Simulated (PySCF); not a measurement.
SH2, in a box:

```xyz
3
Lattice="11.0000 0.0000 0.0000 0.0000 11.0000 0.0000 0.0000 0.0000 10.0000" Properties=species:S:1:pos:R:3 pbc="T T T"
S     6.0574    5.1001    5.3591
H     5.6599    6.3784    5.2776
H     4.9685    4.6636    4.7089
```

Base run:

```yaml
Program: PySCF 2.14.0
Functional: PBE
Potentials_or_basis: pob-tzvp-rev2 (all-electron)
k_mesh: 1 × 1 × 1
Occupations: fixed
Spin: no spin polarisation
```

Its results: gap between the frontier levels 6.35 eV.

The run is repeated on the same cell with these changes: functional from PBE to B3LYP5. What comes out?

Gap between the frontier levels 8.15 eV.

B3LYP5 gives the wider gap, since exact exchange removes part of the self-interaction.

Caveats: this is a molecule in a periodic box at the Γ point, so its band gap is the HOMO-LUMO gap; the basis of atomic orbitals isn't converged, which shifts pressures, moduli and gaps.

